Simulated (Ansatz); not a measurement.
# NbC (Fm-3m): relaxation of cell and ions, by script

What cell does NbC (Fm-3m) relax to? A script is to give a relaxation of cell and ions; the system is NbC (Fm-3m).

All numbers are computed with the Python package of Ansatz 0.2.0. Level of theory: DFT PBE, plane waves, PAW.

## (1) The system

The structure is cubic, space group Fm-3m (No. 225). Conventional cell: a = 4.469 Å, b = 4.469 Å, c = 4.469 Å, α = 90.00°, β = 90.00°, γ = 90.00°. Nb (site symmetry m-3m) is surrounded by 6 C at 2.23 Å. Around C (site symmetry m-3m) lie 6 Nb at 2.23 Å.

The script holds or builds the structure itself.

## (2) The code

vcrelax.py reads:

```python
# -*- coding: utf-8 -*-
import logging
import sys

import ansatz
from ase.data import atomic_numbers
import matplotlib.pyplot as plt
import numpy as np
import spglib

logging.basicConfig(stream=sys.stdout, format="[%(levelname)s] %(message)s")
log = logging.getLogger("nbc")
log.setLevel(logging.INFO)

XC = "pbe"
CUTOFF_EV = 450
KGRID = (9, 9, 9)

def edges_and_angles(cell):
    cell = np.asarray(cell)
    a, b, c = np.linalg.norm(cell, axis=1)
    cosines = cell[1] @ cell[2] / (b * c), cell[0] @ cell[2] / (a * c), cell[0] @ cell[1] / (a * b)
    return (a, b, c, *np.degrees(np.arccos(cosines)))


def main():
    lattice = ansatz.Lattice.of(
        (0.0, 2.23455, 2.23455),
        (2.23455, 0.0, 2.23455),
        (2.23455, 2.23455, 0.0),
    )
    sites = [
        ("Nb", (0.0, 0.0, 0.0)),
        ("C", (0.5, 0.5, 0.5)),
    ]
    structure = ansatz.Crystal(lattice=lattice)
    for symbol, position in sites:
        structure = structure.atom(symbol, position)

    base = (
        structure.calculation()
        .functional(XC)
        .pseudopotentials("paw")
        .basis(CUTOFF_EV)
        .kpoints(*KGRID)
        .occupations(ansatz.OccupationsMethod.METHFESSEL_PAXTON)
        .relax(cell=True)
        .band_table()
    )
    steps = []


    def collect(event):
        if event["event"] == "relax_step":
            steps.append(event["data"])


    res = base.session().plan().execute(on_event=collect)
    r = res.report
    for s in steps:
        flag = "" if s["accepted"] else "  (rejected)"
        log.info("step %2d  E = %.5f eV  largest force component = %.4f eV/A%s" % (s["step"], s["lagrangian_ev"], s["allowed_force_max_ev_ang"], flag))

    first, last = steps[0], steps[-1]
    symbols = [site.symbol for site in res.lattice.sites]
    log.info(f"energy gained {first['lagrangian_ev'] - last['lagrangian_ev']:.4f} eV in {len(steps) - 1} steps")
    for label, vectors in (("before", first["cell_ang"]), ("after", res.lattice.cell_ang)):
        print(label, "a b c (A) {:.4f} {:.4f} {:.4f}  angles {:.2f} {:.2f} {:.2f}".format(*edges_and_angles(vectors)), f" V = {abs(np.linalg.det(vectors)):.3f} A^3")
    print("final stress xx yy zz (GPa, compression positive):", np.round(np.diag(r["stress_gpa"]), 3) + 0.0)

    fig, (top, bottom) = plt.subplots(2, 1, sharex=True, figsize=(4.5, 4))
    top.plot([s["lagrangian_ev"] - last["lagrangian_ev"] for s in steps], "o-")
    top.set_ylabel("E - E(final) (eV)")
    bottom.semilogy([max(s["allowed_force_max_ev_ang"], 1e-6) for s in steps], "s-")
    bottom.set(xlabel="step", ylabel="largest force (eV/A)")
    fig.tight_layout()
    fig.savefig("relax.png", dpi=100)

    fractions = [site.position_frac for site in res.lattice.sites]
    numbers = [atomic_numbers[s] for s in symbols]
    for tolerance in (1e-3, 1e-2, 1e-1):
        print(f"space group at {tolerance} A:", spglib.get_spacegroup((res.lattice.cell_ang, fractions, numbers), symprec=tolerance))

    energy = r["free_energy_ev"]
    log.info("NbC: {:.6f} eV = {:.6f} Ry = {:.6f} Ha".format(energy, energy / 13.605693, energy / 27.211386))
    log.info("Fermi level {:.4f} eV, {} k-points, {} symmetry operations".format(r["fermi_energy_ev"], r["n_kpoints"], r["n_symmetry_ops"]))

    table = np.array(r["eigenvalues_ev"]) - r["fermi_energy_ev"]
    filling = np.array(r["occupations"])
    weights = np.tile(r["kweights"], len(table) // len(r["kweights"]))
    log.info("band   lowest  highest (eV from E_F)  electrons")
    for band in range(table.shape[1]):
        if table[:, band].max() > -8:
            log.info(f"{band + 1:4d} {table[:, band].min():8.3f} {table[:, band].max():8.3f} {weights @ filling[:, band]:18.4f}")
    print("electrons counted from the table:", round(float(weights @ filling.sum(axis=1)), 5))


if __name__ == "__main__":
    main()
```

## (3) Running it

The run is started by

```sh
$ python vcrelax.py
```

Standard output:

```text
[INFO] step  1  E = -4804.30159 eV  largest force component = 0.0000 eV/A
[INFO] step  2  E = -4804.30330 eV  largest force component = 0.0000 eV/A
[INFO] step  3  E = -4804.30394 eV  largest force component = 0.0000 eV/A
[INFO] step  4  E = -4804.30408 eV  largest force component = 0.0000 eV/A
[INFO] energy gained 0.0025 eV in 3 steps
before a b c (A) 3.1601 3.1601 3.1601  angles 60.00 60.00 60.00  V = 22.315 A^3
after a b c (A) 3.1716 3.1716 3.1716  angles 60.00 60.00 60.00  V = 22.559 A^3
final stress xx yy zz (GPa, compression positive): [-0.018 -0.018 -0.018]
space group at 0.001 A: Fm-3m (225)
space group at 0.01 A: Fm-3m (225)
space group at 0.1 A: Fm-3m (225)
[INFO] NbC: -4804.304075 eV = -353.109840 Ry = -176.554920 Ha
[INFO] Fermi level 18.5535 eV, 35 k-points, 48 symmetry operations
[INFO] band   lowest  highest (eV from E_F)  electrons
[INFO]    6   -7.218   -1.261             2.0000
[INFO]    7   -4.987   -1.261             2.0000
[INFO]    8   -4.987   -1.261             2.0000
[INFO]    9   -2.094    1.989             0.9619
[INFO]   10   -0.740    3.018             0.0354
[INFO]   11   -0.213    3.371             0.0028
[INFO]   12    0.377    7.013            -0.0000
[INFO]   13    0.377    8.563            -0.0000
electrons counted from the table: 17.0
```

It took 5.4 s on 1 thread of Arm Neoverse V1, shared host; peak memory 0.4 GiB.

Lines on the test bed's own set-up are left out of the output.

A comment line of the script is reworded here; the code is as run.

## (4) What the engine kept of the run

From the engine's report, whether the script printed it or not:

```csv
item,value
SCF cycles in all,18
k-points solved,35
plane waves,531
bands,13
valence electrons,17
free energy (eV),-4804.30408
Fermi level (eV),18.553
pressure (GPa; positive when compressed),-0.02
```

## (5) Path of the relaxation

Relaxation path:

| step | energy from step 1 (eV/cell) | largest force component (eV/Å) | pressure (GPa) | volume (Å³) |
| --- | --- | --- | --- | --- |
| 1 | 0.0000 | 0.0000 | 3.31 | 22.32 |
| 2 | -0.0017 | 0.0000 | -1.56 | 22.68 |
| 3 | -0.0023 | 0.0000 | -0.03 | 22.56 |
| 4 | -0.0025 | 0.0000 | -0.02 | 22.56 |

Step 1 is the start. Step 4 repeats the geometry before it on a plane-wave basis chosen anew for that cell, so its energy need not be comparable with the rows above.

Lengths and angles in the start's conventional setting:

|  | before | after | change |
| --- | --- | --- | --- |
| a (Å) | 4.469 | 4.485 | +0.4 % |
| b (Å) | 4.469 | 4.485 | +0.4 % |
| c (Å) | 4.469 | 4.485 | +0.4 % |
| volume (Å³/atom) | 11.16 | 11.28 | +1.1 % |
| shortest distance (Å) | 2.235 | 2.243 | +0.4 % |
| space group (0.01 Å) | Fm-3m | Fm-3m | same |

Forces and stress were held to the start's 48 operations: a distortion of lower symmetry was not tested.

## (6) The command-line twin

The engine's input of that run, saved to a file, gives the whole log.

input.yaml reads:

```yaml
crystal:
  lattice:
    - [0.0, 2.23455, 2.23455]
    - [2.23455, 0.0, 2.23455]
    - [2.23455, 2.23455, 0.0]
  atoms:
    - { symbol: Nb, position: [0.0, 0.0, 0.0] }
    - { symbol: C, position: [0.5, 0.5, 0.5] }
basis:
  ecutwfc: 450.0
kpoints:
  mp_grid: { grid: [9, 9, 9] }
hamiltonian:
  xc: pbe
  pseudopotentials: { kind: paw }
scf:
  occupations: { method: methfessel_paxton }
relax:
  cell: {}
output:
  eigenvalues: true
```

The run is started by

```sh
$ ansatz run input.yaml --threads 1 --pin off --max-ram 3072MiB --backend cpu --events-out ev --progress --plain --runs-dir out
```

Standard output, cut to the lines that bear on the results:

```text
Warning: RAYON_NUM_THREADS=1 ignored (pool sized by the plan → 1); use --threads N
[...]
Pseudopotentials: kind: paw
Pseudopotential: Nb, paw, valence charge 13, recommended cutoff 420 eV (normal), Nb.paw.azcp
Pseudopotential: C, paw, valence charge 4, recommended cutoff 420 eV (normal), C.paw.azcp
Functional definition: PBE
[...]
Crystal: 2 atoms, lattice volume = 22.315 Å³
Basis set: ecut = 450 eV, 531 PW (Γ), exchange–correlation on 48×48×48 points (8 copies of the dense FFT grid, shifted against one another)
Bands: 13, of which v1, the nominal top of the filled ones, is band 9 counted from 1 (8 counted from 0)
Symmetry: 48 space group operations
Space group: Fm-3m (ITA 225), of the structure as read, at distance tolerance 2.8e-5 Å
k-points: 35 of 729
[...]
SCF iter   1: F=—  HF=-4804.302158 eV  |F-HF|=—  |Δ(HF+E_count)|=         —  Δρ=3.22e-3  dr2=2.25e-3  ethr=1.77e-3  ⟨swp⟩=5.0  Hψ=2383  notcnv=0
[...]
--- Stress (GPa, compression-positive) ---
       -0.017811      -0.000000      -0.000000
       -0.000000      -0.017811      -0.000000
       -0.000000      -0.000000      -0.017811
  P = ⅓ Tr σ = -0.0178 GPa (-0.178 kbar)
--- Band table (eV; the first three rows and the last of 35) ---
  k-point 0: bands = ["-37.1570", "-12.8870", "-12.8870", "-12.8870", "5.1864", "17.2929", "17.2929", "17.2929", "18.3405", "18.3405", "18.3405", "18.9303", "18.9303"]
[...]
--- Relaxed structure (3 steps of the walk, 3 accepted, 1 SCFs on fresh bases) ---
  F+E_penalty+E_count = -4804.30407533 eV   max|allowed force component| = 3.106e-30 eV/Å   (the final SCF, on the basis selected at the relaxed cell)
  cell:  # Å, volume = 22.5588 Å³
    - [-1.0700281269080741e-33, 2.242652748489838, 2.242652748489838]
    - [2.242652748489838, -2.343871135131972e-33, 2.242652748489838]
    - [2.242652748489838, 2.242652748489838, -5.60490923618515e-34]
  atoms:
    - { symbol: Nb, position: [1.683373351518007e-36, -2.3567226921246356e-36, -1.6833733515187728e-36] }
    - { symbol: C, position: [0.5, 0.5, 0.5] }
```

It took 3.8 s on 1 thread of Arm Neoverse V1, shared host; peak memory 0.28 GiB.

Script and command line differ by 0.000 meV in the energy.

## (7) Summary of results

| quantity | value |
| --- | --- |
| free energy | -4804.3041 eV (-2402.1520 eV/atom) |
| moves of the relaxation | 2 |
| energy gained (ahead of the last change of basis) | 1.2 meV/atom |
| last largest force component | 0.0000 eV/Å |
| relaxed conventional cell | a = 4.485 Å, b = 4.485 Å, c = 4.485 Å, α = 90.00°, β = 90.00°, γ = 90.00° |
| space group at the end | Fm-3m |

In words: Over 2 moves the cell grew by 1.1 % in volume, and the space group stayed Fm-3m. Reading the output:
- Forces vanish by symmetry, so the ions can't move, and the end may be a saddle.
- The computed bands are complete only to about 0.4 eV above the Fermi level.
- The mesh is modest for a metal, so energies can be off by several to tens of meV an atom and pressures by half a GPa or more; differences at equal mesh fare better.
- An absolute Fermi energy rests on an arbitrary zero of the periodic potential and has no direct meaning.
- Energies along a relaxation are free energies. Rows at an unchanged volume are solved on a plane-wave basis chosen afresh for that cell, so the energy jumps there and such rows are no steps of the walk.
- Edges and angles that the script prints are those of the cell as typed, here a primitive one.
